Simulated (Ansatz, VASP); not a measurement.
# Cross-check of ZnSe (Stilleite) between VASP and Ansatz, part 2 of 2

Wanted: the spread between two codes on one cell, functional and k mesh.

VASP 6.6.1 and Ansatz 0.2.0.

So far. Step 2 (VASP: band structure, PBE-EpsX with an exact-exchange …): The k-mesh is coarse for unscreened exact exchange, which converges slowly with it. Spin-orbit coupling is off here; it would split degenerate levels, and it lifts a valence top of Se p states by about 0.1 eV.

### 4. Differences

Known differences besides the potentials themselves: exact exchange at q = 0 is treated differently, which shows on coarse meshes; VASP keeps PBE cores, Ansatz makes them for the functional; the data sets hold 28 valence electrons in Ansatz (default PAW (the set named soft_2) files) and 18 in VASP; the cutoff is 420 eV in Ansatz and 400 eV in VASP; VASP takes a coarser grid for exact exchange (PRECFOCK = Fast). Total energies have different zeros and are not compared.

The two programs side by side:

| quantity | Ansatz | VASP | difference |
| --- | --- | --- | --- |
| gap over the path points (eV) | 2.202 | 2.208 | -0.005 |

Levels at points of the path, from each program's valence-band top (eV; 4 filled, then empty):

| k (reciprocal lattice) | Ansatz | VASP |
| --- | --- | --- |
| 0.000 0.000 0.000 | -7.12 0.00 0.00 0.00 2.20 6.75 6.75 | -7.08 0.00 0.00 0.00 2.21 6.75 6.75 |
| 0.500 0.000 0.500 | -6.91 -5.01 -2.27 -2.27 3.77 4.35 11.85 | -6.88 -5.01 -2.27 -2.27 3.78 4.35 11.86 |
| 0.500 0.200 0.700 | -6.81 -4.87 -2.85 -2.70 5.83 6.23 8.58 | -6.77 -4.87 -2.85 -2.70 5.83 6.22 8.58 |
| 0.400 0.350 0.750 | -6.83 -4.90 -3.22 -1.94 4.57 6.57 9.76 | -6.79 -4.90 -3.21 -1.94 4.57 6.57 9.76 |
| 0.150 0.150 0.300 | -7.11 -2.81 -1.25 -0.31 4.34 6.58 7.36 | -7.07 -2.81 -1.24 -0.31 4.34 6.58 7.35 |
| 0.200 0.200 0.200 | -7.12 -2.44 -0.35 -0.35 3.60 7.03 7.28 | -7.08 -2.44 -0.35 -0.35 3.60 7.03 7.28 |
| 0.550 0.400 0.550 | -6.92 -5.25 -1.92 -1.17 4.47 6.74 8.02 | -6.88 -5.25 -1.92 -1.17 4.46 6.74 8.01 |
| 0.600 0.250 0.650 | -6.83 -4.90 -3.22 -1.94 4.57 6.57 9.76 | -6.79 -4.90 -3.21 -1.94 4.57 6.57 9.76 |
| 0.500 0.250 0.750 | -6.80 -4.85 -2.91 -2.74 6.33 6.61 7.97 | -6.76 -4.86 -2.91 -2.74 6.33 6.60 7.96 |
| 0.500 0.500 0.500 | -6.95 -5.43 -0.90 -0.90 3.46 7.32 7.32 | -6.91 -5.43 -0.90 -0.90 3.46 7.32 7.32 |

Among the levels compared at these points, filled levels agree within 37 meV and empty ones within 12 meV.

### 5. Ansatz: band structure, HSEsol

The same path points are solved in both programs, so levels can be compared one by one.

input.yaml reads:

```yaml
crystal:
  lattice:
    - [0.0, 2.8338, 2.8338]
    - [2.8338, 0.0, 2.8338]
    - [2.8338, 2.8338, 0.0]
  atoms:
    - { symbol: Zn, position: [0.0, 0.0, 0.0] }
    - { symbol: Se, position: [0.25, 0.25, 0.25] }
hamiltonian:
  xc:
    exchange: hjs_pbesol
    correlation: pbesol
    exx: { coeff: 0.25, omega: 0.2 }
  pseudopotentials: { kind: paw }
kpoints:
  mp_grid: { grid: [4, 4, 4] }
  band_path:
    path:
      - [0.0, 0.0, 0.0]
      - [0.5, 0.0, 0.5]
      - [0.5, 0.2, 0.7]
      - [0.4, 0.35, 0.75]
      - [0.15, 0.15, 0.3]
      - [0.2, 0.2, 0.2]
      - [0.55, 0.4, 0.55]
      - [0.6, 0.25, 0.65]
      - [0.5, 0.25, 0.75]
      - [0.5, 0.5, 0.5]
      - [0.375, 0.375, 0.75]
      - [0.5, 0.0, 0.5]
    npoints: 1
scf:
  occupations: { method: gaussian, width: 0.02 }
  n_extra_bands: 7
output:
  forces: true
  stress: true
  eigenvalues: true
```

Launch:

```sh
$ ansatz run input.yaml --threads 4 --pin off --max-ram 9216MiB --backend cpu --events-out ev --progress --plain --runs-dir out
```

Numbers of over 12 decimals in the logs are rounded to 6 here.

The log of the run:

```text
[...]
Crystal: 2 atoms, lattice volume = 45.513 Å³
Basis set: ecut = 420 eV, 893 PW (Γ), exchange–correlation on 54×54×54 points (8 copies of the dense FFT grid, shifted against one another)
Bands: 21, of which v1, the nominal top of the filled ones, is band 14 counted from 1 (13 counted from 0)
Symmetry: 24 space group operations
[...]
k-points: 8 of 64 (time reversal used)
[...]
--- Band table (eV; the first three rows and the last of 8) ---
  k-point 0: bands = [... 10 lower, -1.9308, 6.0406, 6.0406, 6.0406, 8.3508, 12.9436, 12.9436, 12.9436, ... 3 higher]
  k-point 1: bands = [... 10 lower, -1.9315, 2.7727, 5.5380, 5.5380, 9.8398, 13.6033, 13.6033, 13.7004, ... 3 higher]
  k-point 2: bands = [... 10 lower, -1.7450, 0.4545, 5.1213, 5.1213, 9.6104, 13.4877, 13.4877, 15.6354, ... 3 higher]
  k-point 7: bands = [... 10 lower, -1.5878, 1.0785, 3.0128, 3.2333, 12.3859, 12.9020, 14.1671, 14.7212, ... 3 higher]
[key lines of the parts left out:]
Free energy (F): -8731.679834 eV
Fermi energy:    7.195792 eV
P = ⅓ Tr σ = -0.9041 GPa (-9.041 kbar)
```

Wall time 21 s (4 threads of Arm Neoverse V1, shared host); peak memory 0.72 GiB.

### 6. VASP: band structure, HSEsol

The same cell, functional, mesh and smearing now go to VASP, with its own data sets and cutoff.

The run reads the wave functions of an earlier VASP run, which isn't shown here.

INCAR reads:

```
SYSTEM = ZnSe
PREC = Accurate
ENCUT = 400
EDIFF = 1E-06
NELM = 100
ISMEAR = 0
SIGMA = 0.02
LREAL = .FALSE.
ALGO = Normal
LHFCALC = .TRUE.
AEXX = 0.25
GGA = PS
HFSCREEN = 0.2
LASPH = .TRUE.
NBANDS = 15
PRECFOCK = Fast
LORBIT = 11
LWAVE = .FALSE.
LCHARG = .FALSE.
KPAR = 4
```

POSCAR reads:

```
ZnSe
1.0
    0.0000000000      2.8338000000      2.8338000000
    2.8338000000      0.0000000000      2.8338000000
    2.8338000000      2.8338000000      0.0000000000
Zn Se
1 1
Direct
    0.0000000000      0.0000000000      0.0000000000
    0.2500000000      0.2500000000      0.2500000000
```

KPOINTS reads:

```
Automatic mesh
0
Gamma
4 4 4
0 0 0
```

KPOINTS_OPT reads:

```
Line mode
6
Line-mode
Reciprocal
  0.00000000   0.00000000   0.00000000 GAMMA
  0.50000000   0.00000000   0.50000000 X

  0.50000000   0.00000000   0.50000000 X
  0.50000000   0.25000000   0.75000000 W

  0.50000000   0.25000000   0.75000000 W
  0.37500000   0.37500000   0.75000000 K

  0.37500000   0.37500000   0.75000000 K
  0.00000000   0.00000000   0.00000000 GAMMA

  0.00000000   0.00000000   0.00000000 GAMMA
  0.50000000   0.50000000   0.50000000 L

  0.50000000   0.50000000   0.50000000 L
  0.62500000   0.25000000   0.62500000 U

  0.62500000   0.25000000   0.62500000 U
  0.50000000   0.25000000   0.75000000 W

  0.50000000   0.25000000   0.75000000 W
  0.50000000   0.50000000   0.50000000 L

  0.50000000   0.50000000   0.50000000 L
  0.37500000   0.37500000   0.75000000 K

  0.62500000   0.25000000   0.62500000 U
  0.50000000   0.00000000   0.50000000 X
```

Potentials, in the order of the species: Zn and Se (PBE family, release 64).

Launch:

```sh
$ mpirun -np 4 vasp_std
```

The log of the run:

```text
[banner, memory and clock lines left out]
running    4 mpi-ranks, on    1 nodes
[...]
|                                                                             |
|               ----> ADVICE to this user running VASP <----                  |
|                                                                             |
|     You enforced a specific xc type in the INCAR file but a different       |
|     [... a line on the potential file left out ...]
|     I HOPE YOU KNOW WHAT YOU ARE DOING!                                     |
|                                                                             |

 LDA part: xc-table for (Slater+PW92), standard interpolation
 found WAVECAR, reading the header
 POSCAR, INCAR and KPOINTS ok, starting setup
[...]
reading WAVECAR
 the WAVECAR file was read successfully
 initial charge from wavefunction
 entering main loop
       N       E                     dE             d eps       ncg     rms          rms(c)
[...]
DAV:   8    -0.788878196856E+01    0.33623E-05   -0.11614E-06   219   0.856E-03    0.301E-02
DAV:   9    -0.788878075609E+01    0.12125E-05   -0.41977E-07   141   0.488E-03    0.164E-02
DAV:  10    -0.788878031289E+01    0.44321E-06   -0.18361E-07   141   0.326E-03
   1 F= -.78887803E+01 E0= -.78887803E+01  d E =-.151528E-29
 Start KPOINTS_OPT (optional k-point list driver)
k-point batch [1-8\60]
       N       E                     dE             ncg
DAV:   1    -0.987004405066E+01   -0.29153E+04      240
DAV:   2    -0.782687362918E+03   -0.77282E+03      268
DAV:   3    -0.834968596778E+03   -0.52281E+02      275
DAV:   4    -0.835747644816E+03   -0.77905E+00      303
DAV:   5    -0.835752578172E+03   -0.49334E-02      317
DAV:   6    -0.835752612092E+03   -0.33920E-04      317
DAV:   7    -0.835752612415E+03   -0.32294E-06      246
[...]
k-point batch [57-60\60]
       N       E                     dE             ncg
DAV:   1     0.205607816509E+04   -0.24630E+04      120
DAV:   2     0.167152983996E+04   -0.38455E+03      134
DAV:   3     0.164719797430E+04   -0.24332E+02      148
DAV:   4     0.164684572274E+04   -0.35225E+00      155
DAV:   5     0.164684358101E+04   -0.21417E-02      169
DAV:   6     0.164684356785E+04   -0.13157E-04      169
DAV:   7     0.164684356774E+04   -0.10945E-06      123
```

OUTCAR, selected parts (step 6):

```text
 POSITION                                       TOTAL-FORCE (eV/Angst)
 -----------------------------------------------------------------------------------
      0.00000      0.00000      0.00000         0.000000      0.000000      0.000000
      1.41690      1.41690      1.41690        -0.000000     -0.000000     -0.000000
 -----------------------------------------------------------------------------------
    total drift:                                0.000119      0.000116      0.000053

  FREE ENERGIE OF THE ION-ELECTRON SYSTEM (eV)
  ---------------------------------------------------
  free  energy   TOTEN  =        -7.8887803129 eV

  energy  without entropy=       -7.8887803129  energy(sigma->0) =       -7.88878031

[... 2 parts as in an earlier step ...]

[... 1 further part left out ...]
[key lines of the parts left out:]
E-fermi :   1.0297
```

The k-mesh is coarse for exact exchange; levels may shift by about 0.1 eV on a finer one.

### 7. Side by side

The two programs side by side:

| quantity | Ansatz | VASP | difference |
| --- | --- | --- | --- |
| gap over the path points (eV) | 2.310 | 2.303 | +0.007 |

Levels at points of the path, from each program's valence-band top (eV; 4 filled, then empty):

| k (reciprocal lattice) | Ansatz | VASP |
| --- | --- | --- |
| 0.000 0.000 0.000 | -7.97 0.00 0.00 0.00 2.31 6.90 6.90 | -7.89 0.00 0.00 0.00 2.30 6.89 6.89 |
| 0.500 0.000 0.500 | -7.74 -5.18 -2.33 -2.33 3.74 4.43 12.07 | -7.66 -5.18 -2.33 -2.33 3.75 4.43 12.08 |
| 0.500 0.200 0.700 | -7.64 -4.99 -2.96 -2.77 5.85 6.43 8.74 | -7.55 -4.99 -2.96 -2.77 5.85 6.42 8.74 |
| 0.400 0.350 0.750 | -7.66 -5.02 -3.32 -1.98 4.61 6.71 9.93 | -7.58 -5.03 -3.32 -1.99 4.61 6.71 9.93 |
| 0.150 0.150 0.300 | -7.96 -2.88 -1.28 -0.32 4.50 6.67 7.54 | -7.88 -2.88 -1.28 -0.32 4.49 6.67 7.53 |
| 0.200 0.200 0.200 | -7.97 -2.50 -0.36 -0.36 3.72 7.15 7.45 | -7.89 -2.50 -0.36 -0.36 3.72 7.15 7.44 |
| 0.550 0.400 0.550 | -7.75 -5.39 -1.97 -1.19 4.60 6.81 8.17 | -7.67 -5.40 -1.97 -1.20 4.59 6.82 8.16 |
| 0.600 0.250 0.650 | -7.66 -5.02 -3.32 -1.98 4.61 6.71 9.93 | -7.58 -5.03 -3.32 -1.99 4.61 6.71 9.93 |
| 0.500 0.250 0.750 | -7.63 -4.96 -3.03 -2.81 6.34 6.86 8.13 | -7.54 -4.97 -3.02 -2.81 6.35 6.85 8.13 |
| 0.500 0.500 0.500 | -7.79 -5.59 -0.92 -0.92 3.57 7.45 7.45 | -7.70 -5.59 -0.92 -0.92 3.56 7.44 7.44 |

Among the levels compared at these points, filled levels agree within 85 meV and empty ones within 10 meV.

### 8. Summary of results

| Item | Value |
| --- | --- |
| difference in gap over the path points (band structure, PBE-EpsX with an exact-exchange share of 0.129) | -0.0054 eV |
| difference in gap over the path points (band structure, HSEsol) | 0.0075 eV |

The difference in gap over the path points is 0.0075 eV (band structure, HSEsol), within the 0.08 eV picked in this series as the mark of a large difference. How closely two codes agree says nothing of how well the functional describes the real material.

[Lines on the potential files, build, host, timing and source positions are cut from VASP's logs without a mark.]

[Logs are printed without paths, hosts, clocks, repeated set-up lines and the standing remarks that a program may print on its own settings, such as how far it seeks lower states.]

[Hosts, paths, dates, database ids (printed as entryN), source tags and the programs' standing remarks are cut or masked in the printed files.]
